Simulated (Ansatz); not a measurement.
The system is AlRu.

```
Ru Al
1.0
     2.99160    0.00000    0.00000
     0.00000    2.99160    0.00000
     0.00000    0.00000    2.99160
Ru Al
1 1
Direct
  0.50000 0.50000 0.50000
  0.00000 0.00000 0.00000
```

* Program: Ansatz 0.2.0
* Task: relaxation of cell and atoms
* Functional: PBEsol
* Potentials or basis: Ansatz PAW
* Cutoff: 420 eV (not typed: the program's choice for these potentials)
* k mesh: 9 × 9 × 9
* Occupations: fermi-dirac, width 0.05 eV
* Spin: no spin polarisation

At the start: volume 13.39 Å³/atom.

Where does the relaxation end?

It ends after 4 steps and the volume is 13.18 Å³/atom (-1.5 %); space group Pm-3m (No. 221, to 0.05 Å).

Step by step:
| step | energy change (eV) | largest force (eV/Å) | volume (Å³) |
| --- | --- | --- | --- |
| 1 | 0.0000 | 0.0000 | 26.77 |
| 2 | -0.0042 | 0.0000 | 26.25 |
| 3 | -0.0045 | 0.0000 | 26.36 |
| 4 | -0.0044 | 0.0000 | 26.36 |

Final structure:
```cif
data_structure
_symmetry_space_group_name_H-M 'P 1'
_symmetry_Int_Tables_number 1
_cell_length_a 2.9762
_cell_length_b 2.9762
_cell_length_c 2.9762
_cell_angle_alpha 90.000
_cell_angle_beta 90.000
_cell_angle_gamma 90.000
_cell_volume 26.36
loop_
_atom_site_label
_atom_site_type_symbol
_atom_site_fract_x
_atom_site_fract_y
_atom_site_fract_z
_atom_site_occupancy
Ru1 Ru 0.50000 0.50000 0.50000 1
Al1 Al 0.00000 0.00000 0.00000 1
```

Caveat: the plane-wave basis is chosen anew once the cell has moved, so the energies of steps on either side of that aren't comparable; the PAW data sets come from PBE, with cores solved anew for the run's functional, which leaves a small shift of forces and pressure.
